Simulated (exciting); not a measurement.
# InP (F-43m) in exciting: further runs, part 3 of 5

exciting (release sodium). Earlier steps stand in the parts before.

## 4. Band structure, LDA-GL+D2

Contents of input.xml:

```xml
<input>
  <title>InP</title>
  <structure speciespath="./" tshift="false">
    <crystal scale="7.83169184">
      <basevect>0.000000000000 0.707106781185 0.707106781185</basevect>
      <basevect>0.707106781185 0.000000000000 0.707106781185</basevect>
      <basevect>0.707106781185 0.707106781185 0.000000000000</basevect>
    </crystal>
    <species speciesfile="In.xml" rmt="2.3">
      <atom coord="0.000000000000 0.000000000000 0.000000000000"/>
    </species>
    <species speciesfile="P.xml" rmt="2">
      <atom coord="0.750000000000 0.750000000000 0.750000000000"/>
    </species>
  </structure>
  <groundstate do="fromscratch" ngridk="8 8 8" rgkmax="6.8" gmaxvr="14" lmaxapw="10" lmaxmat="10" lmaxvr="8" stype="Methfessel-Paxton 2" swidth="0.00183747" nempty="10" ValenceRelativity="iora*" epsengy="1e-05" epspot="1e-05" maxscl="60" outputlevel="normal">
    <libxc exchange="XC_LDA_X" correlation="XC_LDA_C_GL"/>
  </groundstate>
  <properties>
    <bandstructure>
      <plot1d>
        <path steps="80">
          <point coord="0 0 0" label="G"/>
          <point coord="0.5 0 0.5" label="X"/>
          <point coord="0.5 0.25 0.75" label="W"/>
          <point coord="0.375 0.375 0.75" label="K"/>
          <point coord="0 0 0" label="G"/>
          <point coord="0.5 0.5 0.5" label="L"/>
          <point coord="0.625 0.25 0.625" label="U"/>
          <point coord="0.5 0.25 0.75" label="W"/>
          <point coord="0.5 0.5 0.5" label="L"/>
          <point coord="0.375 0.375 0.75" label="K" breakafter="true"/>
          <point coord="0.625 0.25 0.625" label="U"/>
          <point coord="0.5 0 0.5" label="X"/>
        </path>
      </plot1d>
    </bandstructure>
    <dos nwdos="300" winddos="-0.6 0.5" inttype="tetra" ngrdos="100" nsmdos="2" lmirep="true"/>
    <DFTD2/>
  </properties>
</input>
```

Potentials or basis: all-electron LAPW+lo, shipped species files, valence relativity iora*.

On the command line:

```console
$ OMP_NUM_THREADS=1 exciting_smp
```

INFO.OUT:

```text
================================================================================
EXCITING SODIUM started
[... 10 lines left out ...]

 Lattice vectors (cartesian) :
      0.0000000000      5.5378424082      5.5378424082
      5.5378424082      0.0000000000      5.5378424082
      5.5378424082      5.5378424082      0.0000000000

 Reciprocal lattice vectors (cartesian) :
     -0.5672954234      0.5672954234      0.5672954234
      0.5672954234     -0.5672954234      0.5672954234
      0.5672954234      0.5672954234     -0.5672954234

 Unit cell volume                           :     339.6657630547
 Brillouin zone volume                      :       0.7302773503

 Species :    1 (In)
     parameters loaded from                 :    In.xml
     name                                   :    indium
     nuclear charge                         :     -49.00000000
     electronic charge                      :      49.00000000
     atomic mass                            :  209300.41010000
     muffin-tin radius                      :       2.30000000
     # of radial points in muffin-tin       :     400

     atomic positions (lattice) :
       1 :   0.00000000  0.00000000  0.00000000

 Species :    2 (P)
     parameters loaded from                 :    P.xml
     name                                   :    phosphorus
     nuclear charge                         :     -15.00000000
     electronic charge                      :      15.00000000
     atomic mass                            :   56461.71408000
     muffin-tin radius                      :       2.00000000
     # of radial points in muffin-tin       :     300

     atomic positions (lattice) :
       1 :   0.75000000  0.75000000  0.75000000

 Total number of atoms per unit cell        :       2

 Spin treatment                             :    spin-unpolarised

 Number of Bravais lattice symmetries       :      48
 Number of crystal symmetries               :      24

 k-point grid                               :       8    8    8
 Total number of k-points                   :      43
 k-point set is reduced with crystal symmetries

 R^MT_min * |G+k|_max (rgkmax)              :       6.80000000
 Species with R^MT_min                      :       2 (P)
 Maximum |G+k| for APW functions            :       3.40000000
 Maximum |G| for potential and density      :      14.00000000

 G-vector grid sizes                        :      36    36    36
 Total number of G-vectors                  :   15665

 Maximum angular momentum used for
     APW functions                          :      10
     computing H and O matrix elements      :      10
     potential and density                  :       8
     inner part of muffin-tin               :       2

 Total nuclear charge                       :     -64.00000000
 Total electronic charge                    :      64.00000000
 Total core charge                          :      40.00000000
 Total valence charge                       :      24.00000000

 Number of empty states                     :      10
 Total number of valence states             :      23

 Maximum Hamiltonian size                   :     253
 Maximum number of plane-waves              :     232
 Total number of local-orbitals             :      21

 Exchange-correlation type                  :     100
     libxc; exchange: Slater exchange; correlation: Gunnarson & Lundqvist (see libxc for references)

 Smearing scheme                            :    Methfessel-Paxton order 2, Phys. Rev. B 40, 3616 (1989)
 Smearing width                             :       0.00183747

[... 17 lines left out ...]
+ SCF iteration number :    1                                                  +
++++++++++++++++++++++++++++++++++++++++++++++++++++++++++++++++++++++++++++++++
 Total energy                               :     -6216.72474374
 _______________________________________________________________
 Fermi energy                               :         0.14186176
 Kinetic energy                             :      6518.56765414
 Coulomb energy                             :    -12557.08694736
 Exchange energy                            :      -171.04313868
 Correlation energy                         :        -7.16231184
[... 426 lines left out ...]
 Estimated fundamental gap                  :         0.01785503
        valence-band maximum at    1      0.0000  0.0000  0.0000
     conduction-band minimum at    1      0.0000  0.0000  0.0000

 RMS change in effective potential (target) :  0.184461E-08  ( 0.100000E-04)
 Absolute change in total energy   (target) :  0.471695E-06  ( 0.100000E-04)
 Charge distance                   (target) :  0.432225E-09  ( 0.100000E-04)

++++++++++++++++++++++++++++++++++++++++++++++++++++++++++++++++++++++++++++++++
| Convergency criteria checked for the last 2 iterations                       +
| Convergence targets achieved. Performing final SCF iteration                 +
++++++++++++++++++++++++++++++++++++++++++++++++++++++++++++++++++++++++++++++++
 Total energy                               :     -6220.42845940
 _______________________________________________________________
 Fermi energy                               :         0.15267151
 Kinetic energy                             :      6515.81153308
 Coulomb energy                             :    -12558.02481999
 Exchange energy                            :      -171.05461790
 Correlation energy                         :        -7.16055458

 DOS at Fermi energy (states/Ha/cell)       :         0.00000006

 Electron charges :
     core                                   :        40.00000000
     core leakage                           :         0.00172994
     valence                                :        24.00000000
     interstitial                           :         4.50875581
     charge in muffin-tin spheres :
                  atom     1    In          :        46.73186721
                  atom     2     P          :        12.75937698
     total charge in muffin-tins            :        59.49124419
     total charge                           :        64.00000000

 Estimated fundamental gap                  :         0.01785503
        valence-band maximum at    1      0.0000  0.0000  0.0000
     conduction-band minimum at    1      0.0000  0.0000  0.0000

++++++++++++++++++++++++++++++++++++++++++++++++++++++++++++++++++++++++++++++++
[... 9 lines left out ...]
| EXCITING SODIUM stopped                                                      =
================================================================================
```

stdout:

```text
Info(bandstr):
 band structure plot written to BAND.OUT

 Fermi energy is at zero in plot

 Vertex location lines written to BANDLINES.OUT

Info(dos):

   Total density of states written to TDOS.OUT

   Partial density of states written to PDOS_Sss_Aaaaa.OUT
   for all species and atoms

   Eigenvalues of a random matrix in the (l, m) basis symmetrised
   with the site symmetries written to ELMIREP.OUT for all
   species and atoms. Degenerate eigenvalues correspond to
   irreducible representations of each site symmetry group

   Interstitial density of states written to IDOS.OUT

   Fermi energy is at zero in plot

   DOS units are states/Hartree/unit cell
```

Wall time 65 s (1 thread of Arm Neoverse V2, shared host); peak memory 0.14 GiB.

What came out:

```
Band gap on the k mesh                            : 0.49 eV, direct
Band gap along the path                           : 0.49 eV, direct
All electrons inside the program's atomic spheres : In 46.73; P 12.76 (radii In 2.3, P 2.0 bohr)
Dispersion energy per atom                        : -0.343 eV
```

Levels at the corners of the path, in eV from the valence-band top:
| point | band 10 | band 11 | band 12 | band 13 | band 14 | band 15 |
| --- | --- | --- | --- | --- | --- | --- |
| Γ | 0.00 | 0.00 | 0.00 | 0.49 | 3.99 | 3.99 |
| X | -5.87 | -2.34 | -2.34 | 1.65 | 2.15 | 9.01 |
| W | -5.72 | -2.98 | -2.95 | 4.22 | 4.27 | 5.43 |
| K | -5.73 | -3.34 | -1.96 | 2.25 | 4.29 | 7.41 |
| Γ | 0.00 | 0.00 | 0.00 | 0.49 | 3.99 | 3.99 |
| L | -5.82 | -0.99 | -0.99 | 1.33 | 4.74 | 4.74 |
| U | -5.73 | -3.34 | -1.96 | 2.25 | 4.29 | 7.41 |
| W | -5.72 | -2.98 | -2.95 | 4.22 | 4.27 | 5.43 |
| L | -5.82 | -0.99 | -0.99 | 1.33 | 4.74 | 4.74 |
| K | -5.73 | -3.34 | -1.96 | 2.25 | 4.29 | 7.41 |
| U | -5.73 | -3.34 | -1.96 | 2.25 | 4.29 | 7.41 |
| X | -5.87 | -2.34 | -2.34 | 1.65 | 2.15 | 9.01 |

States per cell in windows of 0.5 eV (zero at the valence-band top; states under -8 eV left out):
| from (eV) | total | P2 p | In1 p | In1 s | P2 d | P2 s | In1 d |
| --- | --- | --- | --- | --- | --- | --- | --- |
| -8.0 | 0.00 | 0.00 | 0.00 | 0.00 | 0.00 | 0.00 | 0.00 |
| -7.5 | 0.00 | 0.00 | 0.00 | 0.00 | 0.00 | 0.00 | 0.00 |
| -7.0 | 0.00 | 0.00 | 0.00 | 0.00 | 0.00 | 0.00 | 0.00 |
| -6.5 | 0.00 | 0.00 | 0.00 | 0.00 | 0.00 | 0.00 | 0.00 |
| -6.0 | 0.61 | 0.09 | 0.01 | 0.17 | 0.00 | 0.01 | 0.00 |
| -5.5 | 0.58 | 0.09 | 0.01 | 0.14 | 0.00 | 0.03 | 0.01 |
| -5.0 | 0.26 | 0.04 | 0.01 | 0.05 | 0.00 | 0.02 | 0.00 |
| -4.5 | 0.17 | 0.03 | 0.01 | 0.03 | 0.00 | 0.02 | 0.00 |
| -4.0 | 0.12 | 0.02 | 0.00 | 0.02 | 0.00 | 0.01 | 0.00 |
| -3.5 | 0.45 | 0.11 | 0.04 | 0.02 | 0.00 | 0.01 | 0.01 |
| -3.0 | 0.68 | 0.18 | 0.06 | 0.02 | 0.00 | 0.01 | 0.01 |
| -2.5 | 0.85 | 0.25 | 0.08 | 0.01 | 0.00 | 0.01 | 0.01 |
| -2.0 | 0.84 | 0.27 | 0.08 | 0.01 | 0.00 | 0.01 | 0.02 |
| -1.5 | 0.79 | 0.28 | 0.07 | 0.01 | 0.00 | 0.00 | 0.02 |
| -1.0 | 0.47 | 0.18 | 0.04 | 0.00 | 0.00 | 0.00 | 0.01 |
| -0.5 | 0.15 | 0.06 | 0.01 | 0.00 | 0.00 | 0.00 | 0.01 |
| 0.0 | 0.01 | 0.00 | 0.00 | 0.00 | 0.00 | 0.00 | 0.00 |
| 0.5 | 0.00 | 0.00 | 0.00 | 0.00 | 0.00 | 0.00 | 0.00 |
| 1.0 | 0.02 | 0.00 | 0.00 | 0.00 | 0.00 | 0.00 | 0.00 |
| 1.5 | 0.21 | 0.02 | 0.01 | 0.03 | 0.00 | 0.03 | 0.00 |
| 2.0 | 0.60 | 0.07 | 0.04 | 0.07 | 0.02 | 0.05 | 0.01 |
| 2.5 | 0.91 | 0.12 | 0.05 | 0.11 | 0.03 | 0.05 | 0.02 |
| 3.0 | 0.63 | 0.09 | 0.04 | 0.07 | 0.02 | 0.03 | 0.01 |
| 3.5 | 0.40 | 0.05 | 0.04 | 0.03 | 0.02 | 0.01 | 0.01 |
| 4.0 | 0.88 | 0.12 | 0.09 | 0.04 | 0.05 | 0.01 | 0.02 |
| 4.5 | 0.75 | 0.09 | 0.09 | 0.02 | 0.05 | 0.00 | 0.02 |
| 5.0 | 0.89 | 0.10 | 0.12 | 0.01 | 0.06 | 0.01 | 0.02 |
| 5.5 | 0.73 | 0.09 | 0.09 | 0.01 | 0.05 | 0.01 | 0.02 |
| 6.0 | 0.46 | 0.06 | 0.06 | 0.00 | 0.03 | 0.01 | 0.01 |
| 6.5 | 0.62 | 0.11 | 0.06 | 0.01 | 0.04 | 0.01 | 0.02 |
| 7.0 | 0.57 | 0.08 | 0.05 | 0.01 | 0.04 | 0.01 | 0.02 |
| 7.5 | 0.52 | 0.06 | 0.04 | 0.00 | 0.05 | 0.00 | 0.02 |

Caveat: the dispersion energy is computed afterwards and isn't part of the total energy; the tetrahedron DOS on this energy grid can lose part of the weight of narrow d or f bands; spin-orbit coupling is left out, which moves the levels of the heavy elements.

[end of part 3 of 5]
